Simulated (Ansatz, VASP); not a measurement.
# Two plane-wave programs on NaCl

```
Na Cl
1.0
     3.58974    0.00000    0.00000
     0.00000    3.58974    0.00000
     0.00000    0.00000    3.50219
Na Cl
1 1
Cartesian
  0.0000 0.0000 0.0000
  1.7949 1.7949 1.7511
```

Change from the starting cell: strain +0.025 along x and y, +0.000 along z, atoms carried along.

Alike in both runs: task single point; functional PBE; k mesh 6 × 6 × 6; occupations gaussian, width 0.05 eV; no spin polarisation.

|  | VASP | Ansatz |
| --- | --- | --- |
| version | VASP 6.6.1 | Ansatz 0.2.0 |
| potentials or method | VASP PAW PBE potentials, release 64 (Na_pv, Cl) | scalar-relativistic, plane waves, PAW |
| plane-wave cutoff (eV) | 520 | 420 |
| valence electrons in the cell | 14 | 16 |

VASP gave:

* gap on the k mesh at the Fermi level (eV): 3.72
* least direct gap on the mesh (eV): 4.13
* pressure (GPa): -1.1
* largest component of the traceless stress (GPa): 1.15

Question: Estimate Ansatz's values.

Answer: gap on the k mesh at the Fermi level (eV): 3.72; least direct gap on the mesh (eV): 4.13; pressure (GPa): -1.0; largest component of the traceless stress (GPa): 1.16.

The two sets of potentials don't hold the same shells in valence.

A k mesh can miss the band edges.
